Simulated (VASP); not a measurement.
# Ba: drag along a line

Ba, slab, 13 atoms in the cell. PBE, constrained relaxations along a path; PAW potentials Ba_sv (PBE set).

Path: drag along a line, Ba hops from a hollow site to the next hollow site of Ba(100).

## Input

INCAR:
```
SYSTEM = Ba
  PREC = Normal
  ENCUT = 200
  EDIFF = 1E-6
  ISMEAR = 1
  SIGMA = 0.1
  LREAL = .False.
  LASPH = .True.
  NELM = 100
  ALGO = Normal
  LWAVE = .False.
  LCHARG = .False.
  IBRION = 2
  NSW = 60
  ISIF = 2
  EDIFFG = -0.03
  POTIM = 0.5
  KPAR = 2
```

KPOINTS:
```
k-points
0
Gamma
  2 2 1
```

POSCAR.step1:
```
Ba
1.0
   10.0260000000      0.0000000000      0.0000000000
    0.0000000000     10.0260000000      0.0000000000
    0.0000000000      0.0000000000     20.1830000000
Ba
13
Selective dynamics
Direct
    0.0000000000      0.0000000000      0.2972798890  F F F
    0.5000000000      0.0000000000      0.2972798890  F F F
    0.0000000000      0.5000000000      0.2972798890  F F F
    0.5000000000      0.5000000000      0.2972798890  F F F
    0.2500000000      0.2500000000      0.4214685627  T T T
    0.7500000000      0.2500000000      0.4214685627  T T T
    0.2500000000      0.7500000000      0.4214685627  T T T
    0.7500000000      0.7500000000      0.4214685627  T T T
    0.0000000000      0.0000000000      0.5456572363  T T T
    0.5000000000      0.0000000000      0.5456572363  T T T
    0.0000000000      0.5000000000      0.5456572363  T T T
    0.5000000000      0.5000000000      0.5456572363  T T T
    0.2500000000      0.2500000000      0.6585617688  F T T
```

POSCAR.step2:
```
Ba
1.0
   10.0260000000      0.0000000000      0.0000000000
    0.0000000000     10.0260000000      0.0000000000
    0.0000000000      0.0000000000     20.1830000000
Ba
13
Selective dynamics
Direct
    0.0000000000      0.0000000000      0.2972798890  F F F
    0.5000000000      0.0000000000      0.2972798890  F F F
    0.0000000000      0.5000000000      0.2972798890  F F F
    0.5000000000      0.5000000000      0.2972798890  F F F
    0.2500000000      0.2500000000      0.4214685627  T T T
    0.7500000000      0.2500000000      0.4214685627  T T T
    0.2500000000      0.7500000000      0.4214685627  T T T
    0.7500000000      0.7500000000      0.4214685627  T T T
    0.0000000000      0.0000000000      0.5456572363  T T T
    0.5000000000      0.0000000000      0.5456572363  T T T
    0.0000000000      0.5000000000      0.5456572363  T T T
    0.5000000000      0.5000000000      0.5456572363  T T T
    0.1500000000      0.2500000000      0.6585617688  F T T
```

POSCAR.step3:
```
Ba
1.0
   10.0260000000      0.0000000000      0.0000000000
    0.0000000000     10.0260000000      0.0000000000
    0.0000000000      0.0000000000     20.1830000000
Ba
13
Selective dynamics
Direct
    0.0000000000      0.0000000000      0.2972798890  F F F
    0.5000000000      0.0000000000      0.2972798890  F F F
    0.0000000000      0.5000000000      0.2972798890  F F F
    0.5000000000      0.5000000000      0.2972798890  F F F
    0.2500000000      0.2500000000      0.4214685627  T T T
    0.7500000000      0.2500000000      0.4214685627  T T T
    0.2500000000      0.7500000000      0.4214685627  T T T
    0.7500000000      0.7500000000      0.4214685627  T T T
    0.0000000000      0.0000000000      0.5456572363  T T T
    0.5000000000      0.0000000000      0.5456572363  T T T
    0.0000000000      0.5000000000      0.5456572363  T T T
    0.5000000000      0.5000000000      0.5456572363  T T T
    0.0750000000      0.2500000000      0.6585617688  F T T
```

POSCAR.step4:
```
Ba
1.0
   10.0260000000      0.0000000000      0.0000000000
    0.0000000000     10.0260000000      0.0000000000
    0.0000000000      0.0000000000     20.1830000000
Ba
13
Selective dynamics
Direct
    0.0000000000      0.0000000000      0.2972798890  F F F
    0.5000000000      0.0000000000      0.2972798890  F F F
    0.0000000000      0.5000000000      0.2972798890  F F F
    0.5000000000      0.5000000000      0.2972798890  F F F
    0.2500000000      0.2500000000      0.4214685627  T T T
    0.7500000000      0.2500000000      0.4214685627  T T T
    0.2500000000      0.7500000000      0.4214685627  T T T
    0.7500000000      0.7500000000      0.4214685627  T T T
    0.0000000000      0.0000000000      0.5456572363  T T T
    0.5000000000      0.0000000000      0.5456572363  T T T
    0.0000000000      0.5000000000      0.5456572363  T T T
    0.5000000000      0.5000000000      0.5456572363  T T T
    0.0000000000      0.2500000000      0.6585617688  F T T
```

POSCAR.step5:
```
Ba
1.0
   10.0260000000      0.0000000000      0.0000000000
    0.0000000000     10.0260000000      0.0000000000
    0.0000000000      0.0000000000     20.1830000000
Ba
13
Selective dynamics
Direct
    0.0000000000      0.0000000000      0.2972798890  F F F
    0.5000000000      0.0000000000      0.2972798890  F F F
    0.0000000000      0.5000000000      0.2972798890  F F F
    0.5000000000      0.5000000000      0.2972798890  F F F
    0.2500000000      0.2500000000      0.4214685627  T T T
    0.7500000000      0.2500000000      0.4214685627  T T T
    0.2500000000      0.7500000000      0.4214685627  T T T
    0.7500000000      0.7500000000      0.4214685627  T T T
    0.0000000000      0.0000000000      0.5456572363  T T T
    0.5000000000      0.0000000000      0.5456572363  T T T
    0.0000000000      0.5000000000      0.5456572363  T T T
    0.5000000000      0.5000000000      0.5456572363  T T T
   -0.0750000000      0.2500000000      0.6585617688  F T T
```

POSCAR.step6:
```
Ba
1.0
   10.0260000000      0.0000000000      0.0000000000
    0.0000000000     10.0260000000      0.0000000000
    0.0000000000      0.0000000000     20.1830000000
Ba
13
Selective dynamics
Direct
    0.0000000000      0.0000000000      0.2972798890  F F F
    0.5000000000      0.0000000000      0.2972798890  F F F
    0.0000000000      0.5000000000      0.2972798890  F F F
    0.5000000000      0.5000000000      0.2972798890  F F F
    0.2500000000      0.2500000000      0.4214685627  T T T
    0.7500000000      0.2500000000      0.4214685627  T T T
    0.2500000000      0.7500000000      0.4214685627  T T T
    0.7500000000      0.7500000000      0.4214685627  T T T
    0.0000000000      0.0000000000      0.5456572363  T T T
    0.5000000000      0.0000000000      0.5456572363  T T T
    0.0000000000      0.5000000000      0.5456572363  T T T
    0.5000000000      0.5000000000      0.5456572363  T T T
   -0.1500000000      0.2500000000      0.6585617688  F T T
```

POSCAR.step7:
```
Ba
1.0
   10.0260000000      0.0000000000      0.0000000000
    0.0000000000     10.0260000000      0.0000000000
    0.0000000000      0.0000000000     20.1830000000
Ba
13
Selective dynamics
Direct
    0.0000000000      0.0000000000      0.2972798890  F F F
    0.5000000000      0.0000000000      0.2972798890  F F F
    0.0000000000      0.5000000000      0.2972798890  F F F
    0.5000000000      0.5000000000      0.2972798890  F F F
    0.2500000000      0.2500000000      0.4214685627  T T T
    0.7500000000      0.2500000000      0.4214685627  T T T
    0.2500000000      0.7500000000      0.4214685627  T T T
    0.7500000000      0.7500000000      0.4214685627  T T T
    0.0000000000      0.0000000000      0.5456572363  T T T
    0.5000000000      0.0000000000      0.5456572363  T T T
    0.0000000000      0.5000000000      0.5456572363  T T T
    0.5000000000      0.5000000000      0.5456572363  T T T
   -0.2500000000      0.2500000000      0.6585617688  F T T
```

Commands (each step's output is kept before the next begins):
```
cat potpaw_PBE.64/Ba_sv/POTCAR > POTCAR
cp POSCAR.step1 POSCAR
mpirun -np 4 vasp_std > vasp.out
cp POSCAR.step2 POSCAR
mpirun -np 4 vasp_std > vasp.out
cp POSCAR.step3 POSCAR
mpirun -np 4 vasp_std > vasp.out
cp POSCAR.step4 POSCAR
mpirun -np 4 vasp_std > vasp.out
cp POSCAR.step5 POSCAR
mpirun -np 4 vasp_std > vasp.out
cp POSCAR.step6 POSCAR
mpirun -np 4 vasp_std > vasp.out
cp POSCAR.step7 POSCAR
mpirun -np 4 vasp_std > vasp.out
```

## Result

- Barrier (eV): 0.394
- Ionic steps, all stages: 101
- Electronic steps, all stages: 1214

Energy along the pull:

| Share of the way | Energy above the start (eV) |
|---|---|
| 0 | 0.000 |
| 0.2 | 0.113 |
| 0.35 | 0.288 |
| 0.5 | 0.394 |
| 0.65 | 0.288 |
| 0.8 | 0.113 |
| 1 | 0.000 |

The slab is body-centred cubic Ba(100), in-plane cell 10.03 × 10.03 Å, with 2 × 2 k points.

Limits: the adatom repeats in each 2 x 2 surface cell, and the slab has three layers.

VASP 6.6.1 took 4376 s on 4 cores (Intel Xeon Platinum 8259CL @ 2.50GHz (Skylake/Cascade Lake)), a shared host.
